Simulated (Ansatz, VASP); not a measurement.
## HfN: VASP beside Ansatz

```xyz
2
Lattice="0.0000 2.2590 2.2590 2.2590 0.0000 2.2590 2.2590 2.2590 0.0000" Properties=species:S:1:pos:R:3 pbc="T T T"
Hf    0.0000    0.0000    0.0000
N     2.2590    2.2590    2.2590
```

Alike in both runs: task electric field gradients; functional PBEsol; k mesh 10 × 10 × 10; occupations fermi-dirac, width 0.01 eV; no spin polarisation.

|  | VASP | Ansatz |
| --- | --- | --- |
| version | VASP 6.6.1 | Ansatz 0.2.0 |
| potentials or method | VASP PAW PBE potentials, release 64 (Hf_pv, N) | PAW with Ansatz's default frozen-core files, scalar-relativistic |
| plane-wave cutoff (eV) | 520 | 420 |
| valence electrons in the cell | 15 | 31 |

|  | VASP | Ansatz | Ansatz less VASP |
| --- | --- | --- | --- |
| pressure (GPa) | -5.2 | -3.0 | +2.15 |
| Vzz of the field gradient on the site that differs most (V/Å²) | 0.0 | 0.0 | 0.00 |

The two sets of potentials don't hold the same shells in valence. Ansatz warned: «gradients_without_spin_orbit».

Caveats: the PAW data sets were made with another functional, which shifts forces and pressure a little (VASP). Spin-orbit coupling is left out, which matters for the levels of Hf.
